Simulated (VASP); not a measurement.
# H22CO11 in VASP: a series of runs

Runs on H22CO11. Level: PBE+D3(BJ). Tasks: single point.

All numbers are computed with VASP 6.6.1; they aren't measurements. Logs are shortened: lines on timing, memory, paths and dates and some standing lists are left out, and cuts for length are marked.

## (1) Starting point

The cell holds a amorphous, 34 atoms: a = 7.120 Å, b = 7.120 Å, c = 7.120 Å, α = 90.00°, β = 90.00°, γ = 90.00°.

The cell was built by a generator and needn't be a form met in nature.

## (2) Single point, PBE+D3(BJ)

INCAR

```
PREC     = Accurate       # precision mode
ENCUT    = 520            # plane-wave cutoff, eV
EDIFF    = 1E-7           # SCF threshold, eV
ISMEAR   = -1             # smearing method
SIGMA    = 0.02           # smearing width, eV
LREAL    = Auto         
LASPH    = T              # aspherical terms in the spheres
NELM     = 100            # most SCF steps
ALGO     = Normal         # electronic algorithm
ISIF     = 2              # what is computed and relaxed
LWAVE    = F              # write WAVECAR
LCHARG   = F              # write CHGCAR
GGA      = PE             # functional
IVDW     = 12             # dispersion correction
NBANDS   = 69             # bands
```

KPOINTS

```
regular mesh
0
Gamma
  1 1 1
```

POSCAR

```
H22CO11
1.0
    7.1203670000      0.0000000000      0.0000000000
    0.0000000000      7.1203670000      0.0000000000
    0.0000000000      0.0000000000      7.1203670000
O H C
11 22 1
Direct
    0.2002424875      0.8850807831      0.9842751083
    0.2300864548      0.4312418166      0.9640233432
    0.3306992463      0.3212053536      0.4552153000
    0.4569989159      0.1417483116     -0.0462054835
   -0.0057300417      0.0745326751      0.7416892978
    0.9413278838      0.5578364149      0.8237075420
    0.8889429435      0.0919475078      0.0758668760
    0.6694598748      0.6140413830      0.4986119395
    0.6408517988      0.0060390146      0.5902785629
    0.5100158461      0.6520871747      0.1378861511
    0.0121201618      0.8827073099      0.4554119191
    0.1822658860      1.0079677073      0.9291234567
    0.0971298249      0.8173314662      0.9128040732
    0.2110144042      0.3439289014      1.0806746338
    0.3256011944      0.3476646639      0.9004872923
    0.3771575257      0.3110373384      0.3306149809
    0.4594004775      0.2784407040      0.4957609629
    0.5506598185      0.0838018602     -0.1246284075
    0.4164392088      0.0890543985      0.0704879397
    0.0476099055      0.1950180377      0.7247941012
   -0.0779875532      0.0962450391      0.8562901322
    1.0404098553      0.5591846600      0.9242501124
    0.8261512363      0.5510249682      0.8631718000
    0.9800337539     -0.0073451270      0.1167636443
    0.7668144072      0.1066377618      0.1502871973
    0.5980871492      0.5794504693      0.5990562003
    0.6008538605      0.5590582620      0.3997125429
    0.6248132997     -0.1292910885      0.5313068835
    0.7566463920      0.0040868680      0.6401074551
    0.5964580196      0.7080955237      0.0307568416
    0.4001479137      0.6001516495      0.0835490643
    0.2082055602      0.9520717120      0.3000688026
    0.3075262834      0.9315811952      0.5177542113
    0.1740921500      0.9546137158      0.4495554794
```

Potentials or basis: VASP PAW PBE potentials, release 64 (O, H, C).

The run is started by

```bash
cat potpaw_PBE.64/O/POTCAR potpaw_PBE.64/H/POTCAR potpaw_PBE.64/C/POTCAR > POTCAR
mpirun -np 1 vasp_gam > vasp.out
```

OUTCAR:

```text
PREC = Accurate
   ENCUT = 520
   EDIFF = 1E-7
   ISMEAR = -1
   LREAL = Auto
   LASPH = T
   NELM = 100
   ISIF = 2
   GGA = PE
   IVDW = 12
 IVDW          = 12

 ion  position               nearest neighbor table
   1  0.200  0.885  0.984-  12 0.97  13 1.02
   2  0.230  0.431  0.964-  15 1.01  14 1.05
   3  0.331  0.321  0.455-  16 0.95  17 1.01
   4  0.457  0.142  0.954-  19 0.96  18 0.96
   5  0.994  0.075  0.742-  20 0.95  21 0.98
   6  0.941  0.558  0.824-  23 0.87  22 1.01
   7  0.889  0.092  0.076-  24 1.00  25 1.02
   8  0.669  0.614  0.499-  26 0.91  27 0.94
   9  0.641  0.006  0.590-  29 0.90  28 1.06
  10  0.510  0.652  0.138-  31 0.95  30 1.06
  11  0.012  0.883  0.455-  34 1.26
  12  0.182  0.008  0.929-   1 0.97
  13  0.097  0.817  0.913-   1 1.02
  14  0.211  0.344  0.081-   2 1.05
  15  0.326  0.348  0.900-   2 1.01
  16  0.377  0.311  0.331-   3 0.95
[... 15 lines left out ...]
  32  0.208  0.952  0.300-  34 1.09
  33  0.308  0.932  0.518-  34 1.08
  34  0.174  0.955  0.450-  33 1.08  32 1.09  11 1.26

  LATTYP: Found a simple cubic cell.
 ALAT       =     7.1203670000

  Lattice vectors:

 A1 = (   7.1203670000,   0.0000000000,   0.0000000000)
 A2 = (   0.0000000000,   7.1203670000,   0.0000000000)
 A3 = (   0.0000000000,   0.0000000000,   7.1203670000)

Analysis of symmetry for initial positions (statically):
=====================================================================
 Subroutine PRICEL returns:
 Original cell was already a primitive cell.

 Routine SETGRP: Setting up the symmetry group for a
 simple cubic supercell.

 Subroutine GETGRP returns: Found  1 space group operations
 (whereof  1 operations were pure point group operations)
 out of a pool of 48 trial point group operations.

The static configuration has the point symmetry C_1 .

Analysis of symmetry for dynamics (positions and initial velocities):
=====================================================================
 Subroutine PRICEL returns:
 Original cell was already a primitive cell.

 Routine SETGRP: Setting up the symmetry group for a
 simple cubic supercell.

 Subroutine GETGRP returns: Found  1 space group operations
 (whereof  1 operations were pure point group operations)
 out of a pool of 48 trial point group operations.

The dynamic configuration has the point symmetry C_1 .

 Subroutine INISYM returns: Found  1 space group operations
 (whereof  1 operations are pure point group operations),
 and found     1 'primitive' translations

----------------------------------------------------------------------------------------

                                     Primitive cell

  volume of cell :     360.9999

  direct lattice vectors                    reciprocal lattice vectors
     7.120367000  0.000000000  0.000000000     0.140442199  0.000000000  0.000000000
     0.000000000  7.120367000  0.000000000     0.000000000  0.140442199  0.000000000
     0.000000000  0.000000000  7.120367000     0.000000000  0.000000000  0.140442199

  length of vectors
     7.120367000  7.120367000  7.120367000     0.140442199  0.140442199  0.140442199

  position of ions in fractional coordinates (direct lattice)
     0.200242487  0.885080783  0.984275108
     0.230086455  0.431241817  0.964023343
     0.330699246  0.321205354  0.455215300
     0.456998916  0.141748312  0.953794516
     0.994269958  0.074532675  0.741689298
     0.941327884  0.557836415  0.823707542
[... 26 lines left out ...]
     0.307526283  0.931581195  0.517754211
     0.174092150  0.954613716  0.449555479

  ion indices of the primitive-cell ions
   primitive index   ion index
                 1           1
                 2           2
                 3           3
                 4           4
                 5           5
                 6           6
[... 26 lines left out ...]
                33          33
                34          34

----------------------------------------------------------------------------------------

 KPOINTS: regular mesh

Automatic generation of k-mesh.
 Grid dimensions read from file:
 generate k-points for:    1    1    1

 Generating k-lattice:

  Cartesian coordinates                     Fractional coordinates (reciprocal lattice)
     0.140442199  0.000000000  0.000000000     1.000000000  0.000000000  0.000000000
     0.000000000  0.140442199  0.000000000     0.000000000  1.000000000  0.000000000
     0.000000000  0.000000000  0.140442199     0.000000000  0.000000000  1.000000000

  Length of vectors
     0.140442199  0.140442199  0.140442199

  Shift w.r.t. Gamma in fractional coordinates (k-lattice)
     0.000000000  0.000000000  0.000000000

 Subroutine IBZKPT returns following result:
 ===========================================

 Found      1 irreducible k-points:

 Following reciprocal coordinates:
            Coordinates               Weight
  0.000000  0.000000  0.000000      1.000000
   k-points           NKPTS =      1   k-points in BZ     NKDIM =      1   number of bands    NBANDS=     69
   number of dos      NEDOS =    301   number of ions     NIONS =     34
   total plane-waves  NPLWV = 157464
   dimension x,y,z NGX =    54 NGY =   54 NGZ =   54
   dimension x,y,z NGXF=   108 NGYF=  108 NGZF=  108
   ions per type =              11  22   1
   NGX,Y,Z   is equivalent  to a cutoff of  12.61, 12.61, 12.61 a.u.
   NGXF,Y,Z  is equivalent  to a cutoff of  25.22, 25.22, 25.22 a.u.
 SYSTEM =  unknown system
   PREC   = accura    normal or accurate (medium, high low for compatibility)
   ISTART =      0    job   : 0-new  1-cont  2-samecut
   ICHARG =      2    charge: 1-file 2-atom 10-const
   ISPIN  =      1    spin polarized calculation?
   LNONCOLLINEAR =      F non collinear calculations
   LSORBIT =      F    spin-orbit coupling
   LASPH  =      T    aspherical Exc in radial PAW
   ENCUT  =  520.0 eV  38.22 Ry    6.18 a.u.  13.24 13.24 13.24*2*pi/ulx,y,z
   NELM   =    100;   NELMIN=  2; NELMDL= -5     # of ELM steps
   EDIFF  = 0.1E-06   stopping-criterion for ELM
   LREAL  =      T    real-space projection
   EDIFFG = 0.1E-05   stopping-criterion for IOM
   NSW    =      0    number of steps for IOM
   IBRION =     -1    ionic relax: 0-MD 1-quasi-New 2-CG
   NFREE  =      0    steps in history (QN), initial steepest desc. (CG)
   ISIF   =      2    stress and relaxation
   ISYM   =      2    0-nonsym 1-usesym 2-fastsym
   POTIM  = 0.5000    time-step for ionic-motion
   TEBEG  =    0.0;   TEEND  =   0.0 temperature during run
   PSTRESS=    0.0 pullay stress
   NELECT =      92.0000    total number of electrons
   NUPDOWN=      -1.0000    fix difference up-down
   EMIN   =  10.00;   EMAX   =-10.00  energy-range for DOS
   EFERMI =   0.00;   METHOD = LEGACY
   ISMEAR =    -1;   SIGMA  =   0.02  broadening in eV -4-tet -1-fermi 0-gaus
   EFERMI_NEDOS =   21; number of points for ismear=-14 and -15
   IALGO  =     38    algorithm
   IMIX   =      4    mixing-type and parameters
     AMIX     =   0.40;   BMIX     =  1.00
     AMIX_MAG =   1.60;   BMIX_MAG =  1.00
  volume/ion in A,a.u.               =      10.62        71.65
  Fermi-wavevector in a.u.,A,eV,Ry     =   1.037931  1.961405 14.657561  1.077300
  Thomas-Fermi vector in A             =   2.172391
   LORBIT       =      0    0 simple, 1 ext, 2 COOP (PROOUT), +10 PAW based schemes
   GGA     = PE    functional components
   LHFCALC =     F    Hartree Fock is set to
   AEXX    =    0.0000 exact exchange contribution
   IVDW    =    12    specifies the selected vdW correction
   LEPSILON=     F    determine dielectric tensor
   LRPA    =     F    only Hartree local field effects (RPA)
 non-spin polarized calculation
  energy-cutoff  :      520.00
  volume of cell :      361.00
 maximum number of plane-waves:      4886
 NGX is ok and might be reduce to    54
   NGX = 27   NGY = 27   NGZ = 27

 number of electron      92.0000003 magnetization

 Free energy of the ion-electron system (eV)
  ---------------------------------------------------
  ext. energy  EPLUGINS =         0.00000000
  ---------------------------------------------------
  free energy    TOTEN  =      -162.50775976 eV

  energy without entropy =     -162.50775976  energy(sigma->0) =     -162.50775976

 E-fermi :  -1.3983     XC(G=0):  -6.6814

 val. band max:       -1.9659969070   @ k =   0.0000   0.0000   0.0000
 cond. band min:       0.3850773532   @ k =   0.0000   0.0000   0.0000
 fundamental gap:      2.3510742602
 Fermi energy:        -1.3982994756

 k-point     1 :       0.0000    0.0000    0.0000
  band No.  band energies     occupation
      1     -23.1666      2.00000
      2     -23.0768      2.00000
      3     -22.8236      2.00000
      4     -22.6302      2.00000
      5     -22.5249      2.00000
      6     -22.1965      2.00000
[... 50 lines left out ...]
     57       5.2989      0.00000
     58       5.5163      0.00000
 [bands above 58 left out]

------------------------ aborting loop because EDIFF is reached ----------------------------------------

 Edisp (eV)   -1.17285

 E8    (eV) :    -0.2456

  FORCE on cell =-STRESS in cart. coord.  units (eV):
  Direction    XX          YY          ZZ          XY          YZ          ZX
  --------------------------------------------------------------------------------------
  -------------------------------------------------------------------------------------
  Total       7.73074     0.12591    10.56617    -0.39751    -1.68690     1.36535
  in kB      34.31028     0.55881    46.89441    -1.76421    -7.48674     6.05966
  external pressure =       27.25 kB  Pullay stress =        0.00 kB

 VOLUME and BASIS-vectors are now :
 -----------------------------------------------------------------------------
  energy-cutoff  :      520.00
  volume of cell :      361.00
      direct lattice vectors                 reciprocal lattice vectors
     7.120367000  0.000000000  0.000000000     0.140442199  0.000000000  0.000000000
     0.000000000  7.120367000  0.000000000     0.000000000  0.140442199  0.000000000
     0.000000000  0.000000000  7.120367000     0.000000000  0.000000000  0.140442199

 POSITION                                       TOTAL-FORCE (eV/Angst)
 -----------------------------------------------------------------------------------
      1.42580      6.30210      7.00840        -1.603900     -1.517206     -0.120035
      1.63830      3.07060      6.86420         1.101893     -2.450423      2.484600
      2.35470      2.28710      3.24130         1.865696     -0.503295      1.076107
      3.25400      1.00930      6.79137        -0.212874      2.287564     -0.415766
      7.07957      0.53070      5.28110        -0.345167     -0.341295     -0.023641
      6.70260      3.97200      5.86510         7.262562      1.155516     -2.325732
[... 26 lines left out ...]
      2.18970      6.63320      3.68660        -0.118081      0.377383      2.353582
      1.23960      6.79720      3.20100        -2.083160     -3.669805     -3.634197
 -----------------------------------------------------------------------------------
    total drift:                                0.010006      0.002209      0.016282

  FREE ENERGIE OF THE ION-ELECTRON SYSTEM (eV)
  ---------------------------------------------------
  free  energy   TOTEN  =      -163.6806077287 eV

  energy  without entropy=     -163.6806077287  energy(sigma->0) =     -163.68060773
```

Wall time 40 s (1 thread of Intel Xeon Platinum 8488C (Sapphire Rapids), shared host); peak memory 0.34 GiB.

Results:

| Quantity | Value |
| --- | --- |
| Free energy | -163.6806 eV |
| Pressure | 2.7 GPa |
| Largest force | 7.713 eV/Å |
| Band gap on the k mesh | 2.35 eV, direct |
| Dispersion energy per atom | -0.034 eV |

Forces in eV/Å, atoms in the order of the input:
```
O   -1.604 -1.517 -0.120
O    1.102 -2.450  2.485
O    1.866 -0.503  1.076
O   -0.213  2.288 -0.416
O   -0.345 -0.341 -0.024
O    7.263  1.156 -2.326
O   -1.602  0.360  1.176
O    2.370  1.555 -1.325
O   -5.632 -1.933 -2.665
O    3.675  1.722 -0.884
O    1.811  1.056  1.378
H    0.203  0.282 -0.708
H    1.140  0.392  0.541
H   -0.219  1.830 -1.966
H   -0.462  0.523  0.235
H   -0.620  0.383 -2.177
H   -1.011 -0.109  1.248
H    0.197 -1.052 -0.082
H    0.492 -1.305  0.167
H    0.538  1.615 -0.702
H   -0.320 -0.014  0.818
H   -1.260 -0.716 -0.826
H   -6.746 -0.428  2.865
H   -1.085  0.398  0.384
H    2.281 -0.729 -0.630
H   -1.869 -0.951  3.302
H   -0.751 -0.232 -2.036
H    0.592  2.012  0.978
H    5.150  0.036  1.550
H   -2.198 -1.279  2.226
H   -1.338 -0.431 -1.277
H    0.795  1.677 -0.987
H   -0.118  0.377  2.354
C   -2.083 -3.670 -3.634
```

Stress tensor (GPa, compression positive):
```
 3.43 -0.18  0.61
-0.18  0.06 -0.75
 0.61 -0.75  4.69
```

## (3) Single point, PBE+D3(BJ)

INCAR

```
SYSTEM = H22CO11
PREC     = Accurate       ! precision mode
ENCUT    = 520            ! plane-wave cutoff, eV
EDIFF    = 1E-6           ! SCF threshold, eV
ISMEAR   = -1             ! smearing method
SIGMA    = 0.02           ! smearing width, eV
LREAL    = Auto         
LASPH    = .True.         ! aspherical terms in the spheres
NELM     = 100            ! most SCF steps
ALGO     = Normal         ! electronic algorithm
ISIF     = 2              ! what is computed and relaxed
LWAVE    = .False.        ! write WAVECAR
LCHARG   = .True.         ! write CHGCAR
GGA      = PE             ! functional
IVDW     = 12             ! dispersion correction
LELF     = .True.         ! ELF
LVHAR    = .True.       
NBANDS   = 69             ! bands
```

KPOINTS

```
regular mesh
0
Gamma
  1 1 1
  0 0 0
```

POSCAR

```
H22CO11
1.0
    7.1203670000      0.0000000000      0.0000000000
    0.0000000000      7.1203670000      0.0000000000
    0.0000000000      0.0000000000      7.1203670000
O H C
11 22 1
Direct
    0.2367715035      0.8483551480      1.0007770667
    0.2211824194      0.4030971999      0.9720706812
    0.3314716784      0.3531138212      0.5419383580
    0.5162655240      0.1354565010     -0.1350211302
    0.0014605989      0.1744853882      0.7083623639
    0.9295166949      0.6905542931      0.8789013263
    0.8506584001      0.1636713389      0.1915912480
    0.6509215045      0.5601256227      0.6528876953
    0.5672741307     -0.0631287685      0.5789027448
    0.5581734762      0.6672549322     -0.0196478637
    0.0550112094      0.8288758150      0.2957712713
    0.2033041274      0.9636301050      0.9479427114
    0.0945737769      0.7979925754      0.9952015114
    0.3242669935      0.3143798627      0.9348956311
    0.2891423995      0.5246639675      1.0053133497
    0.2101998394      0.3942212529      0.5759113259
    0.2716011689      0.3005743946      0.4387554743
    0.5896465730      0.0898268306     -0.2618685245
    0.6068086097      0.1956500276     -0.0525956036
    0.1289118946      0.1314960310      0.6691789904
   -0.0097888213      0.0669487963      0.7868555090
    0.9827021557      0.5661505931      0.8611634765
    0.8031889368      0.6871555918      0.8798844217
    0.8989986050      0.0327370766      0.2031777295
    0.8824826024      0.2014362462      0.0730018551
    0.5558561799      0.4714223298      0.6206842990
    0.7463379345      0.5290738525      0.5637349873
    0.5697740018     -0.1524219187      0.6752460934
    0.6279451607     -0.1344593614      0.5006343072
    0.6076091303      0.6684346467      0.1267490847
    0.4358623650      0.7686120673     -0.0002387517
    0.2723595567      0.8859234362      0.5054936073
    0.1045592172      0.7080533911      0.5536231489
    0.1242070809      0.8146911529      0.4458618495
```

Potentials or basis: VASP PAW PBE potentials, release 64 (O, H, C).

The run is started by

```bash
cat potpaw_PBE.64/O/POTCAR potpaw_PBE.64/H/POTCAR potpaw_PBE.64/C/POTCAR > POTCAR
mpirun -np 1 vasp_gam > vasp.out
```

Run time: 35 s. Hardware: 1 thread of Intel Xeon Platinum 8488C (Sapphire Rapids), shared host; peak memory 0.36 GiB.

The run converged. Its results:

| Item | Value |
| --- | --- |
| Free energy | -164.2856 eV |
| Pressure | 2.8 GPa |
| Largest force | 7.986 eV/Å |
| Band gap on the k mesh | 3.21 eV, direct |
| Dispersion energy per atom | -0.034 eV |

Forces on the atoms (eV/Å):
```
O   -2.156 -1.865  0.200
O    1.007  1.102  0.351
O    0.963  0.364  0.806
O    1.157 -0.506 -1.864
O    1.484 -0.429 -0.813
O    5.461  0.759 -0.080
O   -0.791 -1.903  3.179
O    0.637  0.663 -0.108
O   -3.355  4.783  3.124
O   -1.183  2.168  4.910
O   -2.026  0.473 -1.433
H    0.772  2.453 -0.773
H    2.086 -0.508  0.055
H   -0.467  0.620  0.002
H   -0.440 -1.750 -0.507
H   -1.358  1.612  2.375
H    0.364 -1.939 -3.493
H   -1.551  1.218  2.403
H    0.135 -0.119  0.031
H   -0.260  1.173 -0.458
H   -1.414 -1.015  1.125
H   -0.024 -0.287  0.169
H   -5.226 -0.479  0.177
H   -0.231  0.962 -0.018
H    1.163  1.209 -3.163
H   -1.341 -0.824 -0.061
H    0.852 -0.170 -0.547
H   -0.557 -1.621  2.488
H    4.004 -3.668 -5.855
H   -1.149 -0.105 -3.693
H    2.039 -1.854 -0.715
H   -1.995  0.193 -1.442
H   -1.387 -0.884  0.272
C    4.785  0.172  3.357
```

Stress tensor (GPa, compression positive):
```
 1.16  1.00 -2.55
 1.00  2.27 -0.37
-2.55 -0.37  5.11
```

Levels at points of the mesh, in eV from the valence-band top:
```tsv
k point	band 44	band 45	band 46	band 47	band 48	band 49
(0.00, 0.00, 0.00)	-0.43	-0.27	0.00	3.21	3.81	5.73
```

Caveat: the standard files for N, O and F lose accuracy on very short bonds.

[end of part 1 of 2]
